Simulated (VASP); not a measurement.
## Ba: equation of state with PBE

The system is Ba.

```
CELL_PARAMETERS angstrom
4.31161 0.00000 0.00000
-2.15581 3.73397 0.00000
0.00000 0.00000 3.91341
ATOMIC_POSITIONS crystal
Ba 0.00000 0.00000 0.00000
```

This isn't the form of Ba at room conditions, which is bcc.

```json
{
 "Program": "VASP 6.6.1",
 "Task": "equation of state",
 "Functional": "PBE",
 "Potentials or basis": "VASP PAW PBE potentials, release 64 (Ba_sv)",
 "Cutoff": "520 eV",
 "k mesh": "7 × 7 × 7",
 "Occupations": "fermi-dirac, width 0.05 eV",
 "Spin": "no spin polarisation",
 "Further INCAR settings": "ALGO = Normal; EDIFF = 1e-07; NBANDS = 11"
}
```

```yaml
Equilibrium_volume: 62.15 Å³/atom
Bulk_modulus_at_fixed_shape_and_positions: 7.6 GPa
Pressure_derivative_of_the_bulk_modulus: 3.3
```

Energy against volume, from the lowest point:
| volume (Å³/atom) | energy (meV/atom) |
| --- | --- |
| 59.223 | 3.42 |
| 60.484 | 1.03 |
| 61.744 | 0.00 |
| 63.004 | 0.21 |
| 64.264 | 1.56 |
| 65.524 | 3.96 |
| 66.784 | 7.31 |

All runs of the series together: 49 s on 1 thread of Intel(R) Xeon(R) 6975P-C (Granite Rapids) (shared host).

Caveat: the cell was scaled at fixed shape and fractional positions, which overstates the stiffness of a crystal with free parameters, most of all of layers and chains. Spin-orbit coupling is left out, which matters for the levels of Ba.
